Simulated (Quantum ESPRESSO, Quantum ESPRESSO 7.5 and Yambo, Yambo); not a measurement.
# Excitons of WS2 (2H monolayer): kernels and approximations

Aim: the absorption spectrum of WS2 (2H monolayer) with electron-hole interaction, and what each part of the kernel does.

Calculated with Quantum ESPRESSO 7.5 and Yambo 5.3.0; PBE and many-body steps on it, plane waves.

### 1. Starting point

The cell holds 3 atoms: 1 W and 2 S. Its edges and angles: a = 3.187 Å, b = 3.187 Å, c = 16.000 Å, α = 90.0°, β = 90.0°, γ = 120.0°. Vacuum lies along c.

Structure file:

```cif
data_structure
_symmetry_space_group_name_H-M 'P 1'
_symmetry_Int_Tables_number 1
_cell_length_a 3.1871
_cell_length_b 3.1871
_cell_length_c 16.0000
_cell_angle_alpha 90.000
_cell_angle_beta 90.000
_cell_angle_gamma 120.000
_cell_volume 140.74
loop_
_atom_site_label
_atom_site_type_symbol
_atom_site_fract_x
_atom_site_fract_y
_atom_site_fract_z
_atom_site_occupancy
W1 W 0.33333 0.66667 0.50000 1
S2 S 0.66667 0.33333 0.59821 1
S3 S 0.66667 0.33333 0.40179 1
```

The structure was relaxed with PBE. The runs that relaxed it are not among those shown. Spin-orbit coupling is left out unless a step names it.

### 2. Empty states on the mesh, 9×9×1 mesh, 79 bands

This step: Quantum ESPRESSO 7.5; DFT, PBE, plane waves, norm-conserving pseudopotentials.

The sums over transitions need many empty states on a uniform mesh; this step solves for them.

The input, pw.in:

```
&control
  calculation = 'nscf'
  prefix = 'x'
  outdir = 'o'
  pseudo_dir = 'pseudo'
/
&system
  ibrav = 0
  nat = 3
  ntyp = 2
  ecutwfc = 62.0
  nbnd = 79
  force_symmorphic = .true.
/
&electrons
  conv_thr = 1e-9
  electron_maxstep = 80
  diago_full_acc = .true.
  diago_thr_init = 5e-6
/
ATOMIC_SPECIES
  W 183.84 W.upf
  S 32.06 S.upf
CELL_PARAMETERS angstrom
  3.1870569639 0.0000000000 0.0000000000
  -1.5935284820 2.7600722941 0.0000000000
  0.0000000000 0.0000000000 16.0000000000
ATOMIC_POSITIONS crystal
  W 0.3333333333 0.6666666667 0.5000000000
  S 0.6666666667 0.3333333333 0.5982117567
  S 0.6666666667 0.3333333333 0.4017882433
K_POINTS automatic
  9 9 1 0 0 0
```

Run with:

```sh
> OMP_NUM_THREADS=1 mpirun -n 4 pw.x -nk 4 -in pw.in > pw.out
```

The log of the run:

```text
Program PWSCF v.7.5 starts

     This program is part of the open-source Quantum ESPRESSO suite
     for quantum simulation of materials; please cite
         "P. Giannozzi et al., J. Phys.:Condens. Matter 21 395502 (2009);
         "P. Giannozzi et al., J. Phys.:Condens. Matter 29 465901 (2017);
         "P. Giannozzi et al., J. Chem. Phys. 152 154105 (2020);
     in publications or presentations arising from this work. More details at

     Atomic positions and unit cell read from directory:
     o/x.save/

     Message from routine setup:
[...]
26.8628  26.9662  27.7376  28.1187  28.5771  28.6983  28.7294  29.5921
    30.1900  30.3888  30.4953  30.7971  31.0654  31.5657  31.6186  31.9375
    31.9866  32.2069  32.5186  32.8786  32.9522  33.1028  33.5822

          k = 0.0000 0.3849 0.0000 (  7849 PWs)   bands (ev):

     [... further k-points ...]

     highest occupied, lowest unoccupied level (ev):     0.6473    2.4581

     XML data file, pseudopotentials, collected wavefunctions

=------------------------------------------------------------------------------=
   JOB DONE.
=------------------------------------------------------------------------------=
```

It took 19 s on 4 MPI ranks of Arm Neoverse V1, shared host; peak memory 0.47 GiB.

Numbers from this step:

```yaml
gap: 1.811 eV
k_of_the_valence_top: 0.3333, 0.3333, 0
k_of_the_conduction_bottom: 0.3333, 0.3333, 0
least_direct_gap: 1.811 eV
k_points_computed: 12
lowest_point_of_the_top_converged_band_above_the_valence_top: 32.10 eV
```

On this mesh the gap is 1.811 eV.

The density comes from a self-consistent run that is not shown.

### 3. Conversion and set-up

This step: Yambo 5.3.0; conversion and set-up on PBE, plane waves, norm-conserving pseudopotentials.

The states are converted to the many-body program's format and the q mesh is built.

Run with:

```sh
> (cd o/x.save; p2y > p2y.log; mv SAVE ../..); yambo > setup.log
```

The log of the run:

```text
 Yambo, version 5.3.0

 [02] CORE Variables Setup
 =========================

  [02.01] Unit cells
  ==================

  Cell kind             :  HCP
  Atoms in the cell     :  W  S
  number of W  atoms    :  1
  number of S  atoms    :  2

  List of atomic masses
  Mass of W     :  183.8400
  Mass of S     :  32.06000

  List of atomic coordinates    : [cc]
  W1       : -0.36412E-09   3.4772       15.118      order 1
  S1       :   3.01133   1.73859  18.08730  order 2
  S2       :   3.01133   1.73859  12.14832  order 3

[...]
K/Q-points units:
 rlu = crystal or reduced units; cc = cartesian coordinates; iku = interal k-units

 Q [ 1]         [rlu]:  0.000000  0.000000  0.000000
 Q [ 2]         [rlu]: -0.63764E-17  0.11111       0.0000
 Q [ 3]         [rlu]: -0.12753E-16  0.22222       0.0000
[...]
Q [ 8]         [rlu]:  0.111111  0.333333  0.000000
 Q [ 9]         [rlu]:  0.111111  0.444444  0.000000
 Q [10]         [rlu]:  0.222222  0.222222  0.000000
 Q [11]         [rlu]:  0.222222  0.333333  0.000000
 Q [12]         [rlu]:  0.333333  0.333333  0.000000

  [03.01] X indexes
  =================

   [03.01.01] Sigma indexes
   ========================

 [06] Game Over & Game summary
```

Elapsed: 2.9 s, on 1 MPI rank; peak memory 0.25 GiB.

### 4. Screening and self-energy, 9×9×1 mesh, 79 bands, screening to 129.3 eV

G0W0 replaces the xc potential by the self-energy, built once from these orbitals. Only a window of levels is corrected, while the sums run over the empty bands that the input names.

This step: G0W0 on PBE, plane waves, norm-conserving pseudopotentials.

The input, gw1.in:

```
HF_and_locXC
gw0
dyson
ppa
em1d
rim_cut
rim_w
RandQpts= 3000000
RandGvec= 100 RL
CUTGeo= "slab z"
RandGvecW= 9 RL
EXXRLvcs= 62 Ry
VXCRLvcs= 248 Ry
Chimod= "HARTREE"
% BndsRnXp
 1 | 79 |
%
NGsBlkXp= 9.5 Ry
% LongDrXp
 1 | 1 | 0 |
%
% GbndRnge
 1 | 79 |
%
DysSolver= "n"
ExtendOut
PPAPntXp= 27.21138 eV
% QPkrange
 1 | 12 | 10 | 17 |
%
```

Run with:

```sh
> OMP_NUM_THREADS=1 mpirun -n 4 yambo -F gw1.in -J gw1 -C gw1 > gw1.log
```

The log of the run:

```text
 Yambo, version 5.3.0

 [02] CORE Variables Setup
 =========================

  [... cell, symmetries and grids as in the set-up ...]

  [02.05] Energies & Occupations
  ==============================

  [X] === General ===
  [X] Electronic Temperature                        :  0.000000  0.000000 [eV K]
  [X] Bosonic    Temperature                        :  0.000000  0.000000 [eV K]
  [X] Finite Temperature mode                       : no
  [X] El. density                                   :  0.18473E+24 [cm-3]
[...]
Sc bands terminator                              : no
  Sx RL components                                 :   7845

  QP @ state[ 1 ] K range                          :   1  12
  QP @ state[ 1 ] b range                          :  10  17
  GF energies kind                                 : Perdew, Burke & Ernzerhof(X)+Perdew, Burke & Ernzerhof(C)
  GF WF`s kind                                     : Perdew, Burke & Ernzerhof(X)+Perdew, Burke & Ernzerhof(C)
  Xs energies kind                                 : Perdew, Burke & Ernzerhof(X)+Perdew, Burke & Ernzerhof(C)
  Xs WF`s kind                                     : Perdew, Burke & Ernzerhof(X)+Perdew, Burke & Ernzerhof(C)

 [14] Game Over & Game summary
```

The job ended after 29 min (4 MPI ranks; peak memory 2.5 GiB; 1.9 h of CPU time).

This step gave:

* G0W0 gap on the mesh: 2.887 eV
* starting gap on the mesh: 1.811 eV
* k of the valence top: 0.3333, 0.3333, 0
* k of the conduction bottom: 0.3333, 0.3333, 0
* least direct G0W0 gap on the computed points: 2.887 eV

The gap on the mesh goes from 1.81 eV to 2.89 eV, a correction of +1.08 eV.

The gap opens by 1.076 eV; the next steps shift the empty bands rigidly by 1.076 eV.

### 5. Excitons

Optical absorption needs the electron-hole interaction, solved here in a basis of vertical transitions on the mesh.

This step: Bethe-Salpeter equation on PBE with a scissors shift, plane waves, norm-conserving pseudopotentials.

The input, bse2.in:

```
optics
bss
bse
em1s
dipoles
rim_cut
rim_w
RandQpts= 3000000
RandGvec= 100 RL
CUTGeo= "slab z"
RandGvecW= 9 RL
Chimod= "HARTREE"
BSKmod= "SEX"
BSEmod= "resonant"
BSSmod= "d"
BSENGexx= 30 Ry
BSENGBlk= 6 Ry
% BSEQptR
 1 | 1 |
%
% BSEBands
 8 | 20 |
%
% BEnRange
 0 | 8 | eV
%
% BDmRange
 0.1 | 0.1 | eV
%
BEnSteps= 161
% BLongDir
 1 | 0 | 0 |
%
% BndsRnXs
 1 | 43 |
%
NGsBlkXs= 6 Ry
% LongDrXs
 1 | 1 | 0 |
%
% KfnQP_E
 1.076 | 1.0 | 1.0 |
%
WRbsWF
```

Run with:

```sh
> OMP_NUM_THREADS=1 mpirun -n 4 yambo -F bse2.in -J bse2 -C bse2 > bse2.log
```

The log of the run:

```text
 Yambo, version 5.3.0

 [02] CORE Variables Setup
 =========================

  [... cell, symmetries and grids as in the set-up ...]

  [02.05] Energies & Occupations
  ==============================

  [X] === General ===
  [X] Electronic Temperature                        :  0.000000  0.000000 [eV K]
  [X] Bosonic    Temperature                        :  0.000000  0.000000 [eV K]
  [X] Finite Temperature mode                       : no
  [X] El. density                                   :  0.18473E+24 [cm-3]
  [X] Fermi Level                                   :  0.647322 [eV]

  [X] === Gaps and Widths ===
  [X] Conduction Band Min                           :  1.810782 [eV]
  [X] Valence Band Max                              :  0.000000 [eV]
  [X] Filled Bands                                  :  13
  [X] Empty Bands                                   :   14   79
  [X] Direct Gap                                    :  1.810782 [eV]
  [X] Direct Gap localized at k                     :  12
  [X] Indirect Gap                                  :  1.810782 [eV]
  [X] Indirect Gap between kpts                     :  12  12
  [X] Last valence band width                       :  1.187659 [eV]
  [X] 1st conduction band width                     :  1.059072 [eV]

 [03] Transferred momenta grid and indexing
 ==========================================

 [BZ sampling] Q-grid is User defined and/or read from the database

 IBZ Q-points                                      :  12
 BZ  Q-points                                      :   81

 K/Q-points units:
 rlu = crystal or reduced units; cc = cartesian coordinates; iku = interal k-units

 Q [ 1]         [rlu]:  0.000000  0.000000  0.000000
 Q [ 2]         [rlu]: -0.63764E-17  0.11111       0.0000
 Q [ 3]         [rlu]: -0.12753E-16  0.22222       0.0000
 Q [ 4]         [rlu]: -0.19129E-16  0.33333       0.0000
 Q [ 5]         [rlu]: -0.25505E-16  0.44444       0.0000
 Q [ 6]         [rlu]:  0.111111  0.111111  0.000000
 Q [ 7]         [rlu]:  0.111111  0.222222  0.000000
 Q [ 8]         [rlu]:  0.111111  0.333333  0.000000
 Q [ 9]         [rlu]:  0.111111  0.444444  0.000000
 Q [10]         [rlu]:  0.222222  0.222222  0.000000
 Q [11]         [rlu]:  0.222222  0.333333  0.000000
 Q [12]         [rlu]:  0.333333  0.333333  0.000000

  [03.01] X + BSE indexes
  =======================

   [03.01.01] Sigma indexes
   ========================

 [04] Coloumb potential Random Integration (RIM)
 ===============================================

 Performing RIM of v_slab

  [04.01] RIM initialization
  ==========================

  * Diagonal components only detected *

  8 x (sBL volume)        :  0.025794 [a.u.]
  sBZ random points       :  3000000
  Points outside the sBZ  :  24001124
  RL volume               :  0.261164 [a.u.]
  Integrated volume       :  0.261151 [a.u.]

  [04.02] RIM integrals
  =====================

  Gamma point sphere radius             :  0.031428 [a.u.]
  Points outside the sphere             :  2398760
  [Int_sBZ(q=0) 1/q^2]*(Vol_sBZ)^(-1/3) =:  7.374923
                                 should be <:  7.795600

  Summary of Coulomb integrals for non-metallic bands |Q|[au] RIM/Bare

  Q [1] 0.100000E-4 0.946037 * Q [2] 0.133850 0.949329
  Q [6] 0.231835 1.008287 * Q [3] 0.267700 1.013161
  Q [7] 0.354134 1.014171 * Q [4] 0.401550 1.012730
  Q [10] 0.463670 1.010442 * Q [8] 0.482603 1.009843
  Q [5] 0.535400 1.008294 * Q [11] 0.583438 1.007045
  Q [9] 0.613377 1.006430 * Q [12] 0.695504 1.005001
  Non-periodic chartesian directions : none
  Optical renormalization            :  30.23562 [au]
  Polarizability dimension           : length

 [05] Coloumb potential CutOffslab
 =================================

 Cut directionsZ
 Slab Cutoff:Z
 Symmetry test passed : yes

 [WARNING] [Xs] User bands 1-43 break level degeneracy

 [06] External/Internal QP corrections
 =====================================

 [QP_apply] Action to be applied: USER defined scissor

  [06.01]  QP corrections report
  ==============================

[...]
[WR./bse2//ndb.em1s]------------------------------------------------------------
  Brillouin Zone Q/K grids (IBZ/BZ)                :   12   81   12   81
  RL vectors                                       :   9989 [WF]
  Coulomb cutoff potential                         : slab z
  Electronic Temperature                           :  0.000000 [K]
  Bosonic    Temperature                           :  0.000000 [K]
  Static diel. fun.  energies                      : Perdew, Burke & Ernzerhof(X)+Perdew, Burke & Ernzerhof(C)
  wavefunctions                                    : Perdew, Burke & Ernzerhof(X)+Perdew, Burke & Ernzerhof(C)
  Global Gauge                                     : length
  X matrix size                                    :  269
  X band range                                     :    1   43
  X e/h energy range                               : -1.000000 -1.000000 [eV]
  X Time ordering                                  : T
  X Hxc Kernel                                     : HARTREE
  X Drude frequency                                :  0.000000  0.000000
  X poles                                          :  100.0000 [o/o]
  RL vectors in the sum                            :   9989
  [r,Vnl] included                                 : yes
  Field direction                                  :  0.707107E-5  0.707107E-5   0.00000
  BZ energy Double Grid                            : no
  BZ energy DbGd points                            : 0
  BZ Q point size factor                           : -1.000000
  X Optical Averaged directions                    : none

 [09] Bethe Salpeter Equation driver
 ===================================

 [WARNING] Coulomb cutoff at q=0. Default/Suggested Lkind= bar

  [09.01] Bethe Salpeter Equation @q1
  ===================================

   [09.01.01] Transition pre-analysis @q1
   ======================================

   [09.01.02] Transition Groups build-up @q1
   =========================================

   [BSK] Transition groups (total):  24
   [BSK] Size (resonant):   3402
   [BSK]         (total):   3402
   [BSK] N. of matrices :  1

   [09.01.03] Loading Dipoles @q1
   ==============================

   [09.01.04] Independent Particles properties @q1
   ===============================================

   Optical renormalization       :  30.23562 [a.u.]
   Polarizability dimension      : length

   ==========================================================

   [BSE] Exchange components :  2633
   [BSE] Correlation components :   269   815

    [09.01.05.01] RIM-W interpolation
    =================================

    [WARNING] RIM-W works only for 2D semiconductors with slab cutoff
    Found compatible q grid: 2D
    q_min[ 1 ]:  0.11111      0.12925E-11   0.0000     [rlu]
     0.111111  0.055556  0.000000 [iku]
    q_min[ 2 ]:  0.63764E-17  0.11111       0.0000     [rlu]
     0.63764E-17  0.11111       0.0000     [iku]
    G-vectors :   9
    G-vectors loaded:   63
    Number of interpolated frequencies:  1

    Evaluating coefficients q = 0

    [09.01.05.02] RIM-W integrals
    =============================

    8 x (sBL volume)        :  0.025794 [a.u.]
    sBZ random points       :  3000000
    Points outside the sBZ  :  24001124
    RL volume               :  0.261164 [a.u.]
    Integrated volume       :  0.261151 [a.u.]

    [09.01.05.03] RIM integrals
    ===========================

    Comparison between head Wc = W - v averages: < Wc > [au] RIM-W/RIM

     < -Wc [Q = 1] > 0.279727E-1 0.399159E-4 * < -Wc [Q = 2] > 0.005193 0.005074
     < -Wc [Q = 3] > 0.001075 0.001058 * < -Wc [Q = 4] > 0.387041E-3 0.383650E-3
     < -Wc [Q = 5] > 0.180627E-3 0.179617E-3 * < -Wc [Q = 6] > 0.001522 0.001495
     < -Wc [Q = 7] > 0.534761E-3 0.529416E-3 * < -Wc [Q = 8] > 0.239236E-3 0.237816E-3
     < -Wc [Q = 9] > 0.124424E-3 0.123920E-3 * < -Wc [Q = 10] > 0.266520E-3 0.264927E-3
     < -Wc [Q = 11] > 0.143616E-3 0.143066E-3 * < -Wc [Q = 12] > 0.874918E-4 0.872535E-4

    Comparison between head Wc = W - v averages: < Wc > [au] RIM-W/RIM

     < -Wc [G = 1,G`=0] > 0.279727E-1 0.399159E-4 * < -Wc [G = 2,G`=0] >-0.001388 0.000000
     < -Wc [G = 3,G`=0] >-0.001388 0.000000 * < -Wc [G = 4,G`=0] > 0.362512E-6  0.00000
     < -Wc [G = 5,G`=0] > 0.362512E-6  0.00000 * < -Wc [G = 6,G`=0] > 0.100217E-3  0.00000
     < -Wc [G = 7,G`=0] > 0.100217E-3  0.00000 * < -Wc [G = 8,G`=0] >-0.151307E-4  0.00000
     < -Wc [G = 9,G`=0] >-0.151307E-4  0.00000

    [09.01.05.04] Screened interaction header I/O
    =============================================

    [09.01.05.05] Main kernel loop
    ==============================

    [09.01.05.06] Wave-Function Phases
    ==================================

    [BSE] WF phases found       :  85.68376 [o/o]

   [09.01.06] BSE solver(s) @q1
   ============================

   [09.01.07] Diago Solver @q1
   ===========================

 [12] Game Over & Game summary
```

Run time: 6.2 min. Hardware: 4 MPI ranks; peak memory 2.2 GiB.

Numbers from this step:

| Item | Value |
| --- | --- |
| transitions in the window | 3402 |
| direct gap of the transition levels | 2.887 eV |
| lowest state | 2.167 eV |
| first strong exciton (over a fiftieth of the strongest listed) | 2.167 eV |
| binding of the lowest state below the direct gap | 0.7201 eV |

The lowest state lies at 2.167 eV, 0.720 eV under the direct gap.

Lines within 3 meV are set at the lowest of them, and the highest group, which the list may cut short, is left out. Lines of the exciton spectrum (strongest = 100):

| position (eV) | lines merged | strength, relative |
| --- | --- | --- |
| 2.167 | 2 | 32 |
| 2.945 | 2 | 6.1 |
| 2.992 | 2 | 0.0 |
| 3.010 | 2 | 100 |
| 3.024 | 2 | 12 |
| 3.046 | 3 | 1.7 |
| 3.053 | 1 | 0.0 |
| 3.087 | 2 | 0.3 |
| 3.105 | 3 | 0.1 |
| 3.109 | 1 | 0.0 |
| 3.115 | 3 | 0.2 |

The Im polarisability of the sheet has structure finer than the step of the table below, so its rows give means over 0.25 eV, whole bins alone (the curve runs from 0 to 8 eV). Peaks (eV: height): BSE 2.150: 12.0, 3.000: 44.7, 3.300: 27.0, 4.250: 22.8, 4.850: 17.4; no electron-hole interaction 3.800: 29.0, 4.100: 27.1, 4.350: 22.1, 5.200: 15.3, 5.650: 18.6, 6.700: 14.3, 7.750: 10.4.

Sheet polarisability (bohr); field along x; broadening 0.1 eV; transition window only. Limits: finite bands, cutoff and mesh; no spin-orbit coupling; exciton not shown settled in the k mesh. Im polarisability of the sheet against photon energy; means over each step:

| photon energy (eV) | BSE | no electron-hole interaction |
| --- | --- | --- |
| 0.25 | 0.181 | 0.104 |
| 0.50 | 0.216 | 0.118 |
| 0.75 | 0.264 | 0.136 |
| 1.00 | 0.334 | 0.158 |
| 1.25 | 0.446 | 0.187 |
| 1.50 | 0.657 | 0.227 |
| 1.75 | 1.21 | 0.286 |
| 2.00 | 4.70 | 0.381 |
| 2.25 | 7.93 | 0.565 |
| 2.50 | 3.50 | 1.10 |
| 2.75 | 8.58 | 4.77 |
| 3.00 | 33.3 | 5.77 |
| 3.25 | 23.8 | 2.39 |
| 3.50 | 17.7 | 4.82 |
| 3.75 | 13.2 | 20.7 |
| 4.00 | 12.0 | 22.3 |
| 4.25 | 19.6 | 21.1 |
| 4.50 | 13.3 | 12.6 |
| 4.75 | 13.0 | 10.3 |
| 5.00 | 12.6 | 14.0 |
| 5.25 | 9.33 | 13.0 |
| 5.50 | 7.87 | 11.3 |
| 5.75 | 9.39 | 15.1 |
| 6.00 | 7.84 | 11.2 |
| 6.25 | 6.38 | 9.76 |
| 6.50 | 5.44 | 10.9 |
| 6.75 | 8.12 | 11.5 |
| 7.00 | 8.33 | 7.51 |
| 7.25 | 5.87 | 6.19 |
| 7.50 | 5.80 | 9.11 |
| 7.75 | 4.14 | 9.45 |

(Continued in part 2 of 3.)

[Paths, hosts, dates, memory and timing lines, banners, echoed tables and standing remarks are left out of the program output.]

[Logs are printed without paths, hosts, clocks, repeated set-up lines and the standing remarks that a program may print on its own settings, such as how far it seeks lower states.]

[Runs of the session that timed out or met a known fault of the program may be left out.]

[Hosts, paths, dates, database ids (printed as entryN), source tags and the programs' standing remarks are cut or masked in the printed files.]
